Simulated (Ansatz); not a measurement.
Crystal: KF (Carobbiite).

```
K F
1.0
     0.00000    2.67185    2.67185
     2.67185    0.00000    2.67185
     2.67185    2.67185    0.00000
K F
1 1
Cartesian
  0.0000 0.0000 0.0000
  2.6719 2.6719 2.6719
```

| Item | Value |
| --- | --- |
| Program | Ansatz 0.2.0 |
| Task | single point |
| Functional | PBE |
| Potentials or basis | all-electron LAPW, scalar-relativistic |
| Cutoff | 204 eV (chosen from the basis error) |
| Basis error allowed | 0.001 eV/atom |
| k mesh | 9 × 9 × 9 |
| Occupations | fermi-dirac, width 0.05 eV |
| Spin | no spin polarisation |

On this cell: pressure 1.4 GPa; largest force zero by symmetry; band gap on the k mesh 6.18 eV, direct.

The same run follows on a disturbed copy (atoms moved at random, drawn with an rms of 0.05 Å):

```xyz
2
Lattice="0.0000 2.6719 2.6719 2.6719 0.0000 2.6719 2.6719 2.6719 0.0000" Properties=species:S:1:pos:R:3 pbc="T T T"
K    -0.0248    0.0277   -0.0214
F     2.6824    2.7193    2.6379
```

Q: What changes?

A: The energy moves by +0.7 meV/atom; pressure 1.4 GPa; largest force 0.068 eV/Å; band gap on the k mesh 6.18 eV, direct.

Forces on the atoms (eV/Å):
```
K    0.056  0.031 -0.020
F   -0.056 -0.031  0.020
```

Caveats: an odd mesh through Γ misses points on the zone boundary, where band edges often lie.
